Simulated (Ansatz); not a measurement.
Runs of Ansatz 0.2.0 on Ti. The structure is cubic, space group Im-3m (No. 229). The conventional cell has a = 3.282 Å, b = 3.282 Å, c = 3.282 Å, α = 90.00°, β = 90.00°, γ = 90.00°. Ti (site symmetry m-3m) is surrounded by 8 Ti at 2.84 Å. This isn't the form of Ti at room conditions, which is hcp.

```csv
task,level,potentials or basis,cell,k mesh,cutoff (eV),smearing,q mesh,points for each segment of the path,mesh quality,gap on the mesh (eV),pressure (GPa),V0 of scaled cells (Å³/atom),relaxed volume (Å³/atom),B0 (GPa)
equation of state,HSE06,Ansatz PAW,as given,8 × 8 × 8,420,fermi-dirac 0.05 eV,-,-,not flagged,-,-,17.19,-,116
relaxation of cell and atoms,PBEsol0,Ansatz PAW,relaxed,6 × 6 × 6,420,fermi-dirac 0.05 eV,-,-,coarse,none,-,-,16.87,-
phonons,BLYP,Ansatz PAW,as given,8 × 8 × 8,420,fermi-dirac 0.05 eV,4 × 4 × 4,8,not flagged,none,-,-,-,-
atomic charges,B3LYP,PseudoDojo stringent (PBEsol files),as given,8 × 8 × 8,1143,fermi-dirac 0.1 eV,-,-,not flagged,none,-,-,-,-
single point,r2SCAN0,Ansatz PAW,as given,6 × 6 × 6,500,fermi-dirac 0.05 eV,-,-,coarse,none,-,-,-,-
relaxation of cell and atoms,PBEsol+D3(BJ),Ansatz PAW,relaxed,11 × 11 × 11,420,fermi-dirac 0.05 eV,-,-,not flagged,-,0.0,-,(a),-
single point,r2SCANh,Ansatz PAW,as given,6 × 6 × 6,500,fermi-dirac 0.05 eV,-,-,coarse,none,-,-,-,-
relaxation of cell and atoms,BLYP+D3(BJ),Ansatz PAW,relaxed,11 × 11 × 11,420,fermi-dirac 0.05 eV,-,-,not flagged,-,0.0,-,(c),-
relaxation of cell and atoms,HSE03,Ansatz PAW,relaxed,6 × 6 × 6,420,fermi-dirac 0.05 eV,-,-,coarse,none,-,-,17.37,-
equation of state,r2SCAN,Ansatz PAW,as given,11 × 11 × 11,500,fermi-dirac 0.05 eV,-,-,not flagged,-,-,17.22,-,110
relaxation of cell and atoms,BLYP+D4,Ansatz PAW,relaxed,11 × 11 × 11,420,fermi-dirac 0.05 eV,-,-,not flagged,-,0.0,-,(b),-
relaxation of cell and atoms,B3LYP,Ansatz PAW,relaxed,6 × 6 × 6,420,fermi-dirac 0.05 eV,-,-,coarse,none,-,-,17.37,-
```

Alike in all rows: no spin polarisation.

Problem. Estimate the missing entries.

Solution. (a) 15.63; (b) 17.02; (c) 15.32.

Caveats: some runs use coarse meshes; the PAW data sets come from PBE, with cores solved anew for the run's functional, which leaves a small shift of forces and pressure (some runs); the plane-wave basis is chosen anew once the cell has moved, so the energies of steps on either side of that aren't comparable (some runs); the potentials were made for another functional, which shifts forces and pressure (some runs); some modes are imaginary (some runs); the volume moved by -12 % from the deposited cell, more than functionals usually miss (some runs); the volume moved by -13 % from the deposited cell, more than functionals usually miss (some runs).

A k mesh can miss the band edges.

A gap of «none» marks a metal or a gap under the smearing width.

Not every run made on this cell is shown here.
